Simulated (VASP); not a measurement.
Set up this calculation in VASP 6.6.1, as the native input.

| Item | Value |
| --- | --- |
| Task | band structure |
| Functional | r2SCAN |
| Potentials or basis | VASP PAW PBE potentials, release 64 (I, K_sv) |
| Cutoff | 520 eV |
| k mesh | 8 × 8 × 8 |
| Occupations | gaussian, width 0.02 eV |
| Spin | no spin polarisation |
| Ladder | gaps |
| Further INCAR settings | ALGO = Normal; EDIFF = 1e-06; NBANDS = 15 |

The structure of KI lies in POSCAR:

```
KI
1.0
    0.0000000000      3.5327750000      3.5327750000
    3.5327750000      0.0000000000      3.5327750000
    3.5327750000      3.5327750000      0.0000000000
I K
1 1
Direct
    0.5000000000      0.5000000000      0.5000000000
    0.0000000000      0.0000000000      0.0000000000
```

One way to write it, as run:

INCAR

```
PREC = Accurate ; ENCUT = 520
EDIFF = 1E-6 ; ISMEAR = 0
SIGMA = 0.02 ; LREAL = False
LASPH = True ; NELM = 100
ALGO = Normal ; ISIF = 2
LWAVE = False ; LCHARG = False
METAGGA = R2SCAN ; LMIXTAU = True
NBANDS = 15
```

KPOINTS

```
Automatic mesh
0
Gamma
  8 8 8
```

KPOINTS_OPT

```
path GXWKGLUWLK,UX
15
line-mode
reciprocal
 0.0000000000  0.0000000000  0.0000000000  G
 0.5000000000  0.0000000000  0.5000000000  X

 0.5000000000  0.0000000000  0.5000000000  X
 0.5000000000  0.2500000000  0.7500000000  W

 0.5000000000  0.2500000000  0.7500000000  W
 0.3750000000  0.3750000000  0.7500000000  K

 0.3750000000  0.3750000000  0.7500000000  K
 0.0000000000  0.0000000000  0.0000000000  G

 0.0000000000  0.0000000000  0.0000000000  G
 0.5000000000  0.5000000000  0.5000000000  L

 0.5000000000  0.5000000000  0.5000000000  L
 0.6250000000  0.2500000000  0.6250000000  U

 0.6250000000  0.2500000000  0.6250000000  U
 0.5000000000  0.2500000000  0.7500000000  W

 0.5000000000  0.2500000000  0.7500000000  W
 0.5000000000  0.5000000000  0.5000000000  L

 0.5000000000  0.5000000000  0.5000000000  L
 0.3750000000  0.3750000000  0.7500000000  K

 0.6250000000  0.2500000000  0.6250000000  U
 0.5000000000  0.0000000000  0.5000000000  X
```

Potentials or basis: VASP PAW PBE potentials, release 64 (I, K_sv).

Launch:

```bash
$ cat potpaw_PBE.64/I/POTCAR potpaw_PBE.64/K_sv/POTCAR > POTCAR
$ mpirun -np 1 vasp_std > vasp.out
```

It gave:

The pressure is 0.1 GPa, the band gap on the k mesh is 4.61 eV, direct and the band gap along the path is 4.61 eV, direct.

Caveat: the PAW data sets were made with another functional, which shifts forces and pressure a little; spin-orbit coupling is left out, which moves the levels of the heavy elements.

Run time: 4.6 min on 1 thread of Intel(R) Xeon(R) 6975P-C (Granite Rapids) (shared host), peak memory 0.27 GiB.
